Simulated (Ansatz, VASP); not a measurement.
**Cr in VASP and in Ansatz**

```
CELL_PARAMETERS angstrom
0.00000 2.41822 2.41822
2.41822 0.00000 2.41822
2.41822 2.41822 0.00000
ATOMIC_POSITIONS crystal
Cr 0.00000 0.00000 0.00000
Cr 0.50000 0.50000 0.50000
```

The cell was built by a generator and needn't be a form met in nature.

Alike in both runs: functional revPBE; k mesh 12 × 12 × 12; occupations fermi-dirac, width 0.05 eV; collinear spin.

Ansatz relaxed the structure, and its values are those at the end. VASP's run is a single point on that final structure, the one shown.

|  | VASP | Ansatz |
| --- | --- | --- |
| version | VASP 6.6.1 | Ansatz 0.2.0 |
| potentials or method | VASP PAW PBE potentials, release 64 (Cr_pv) | plane waves (420 eV) with PAW, scalar-relativistic |
| plane-wave cutoff (eV) | 520 | 420 |
| valence electrons in the cell | 24 | 28 |

Ansatz gave:

| Property | Result |
| --- | --- |
| pressure (GPa) | 0.0 |
| net moment per atom (μB) | 0.00 |
| size of the moment on the site where the two differ most (μB) | 1.93 |

Question: Estimate VASP's values.

Answer: Pressure (GPa): 0.5; net moment per atom (μB): 0.00; size of the moment on the site where the two differ most (μB): 2.11.

Site moments also hang on the region over which each program counts them. The two sets of potentials don't hold the same shells in valence.

Caveats: the PAW data sets were made with another functional, which shifts forces and pressure a little (VASP).
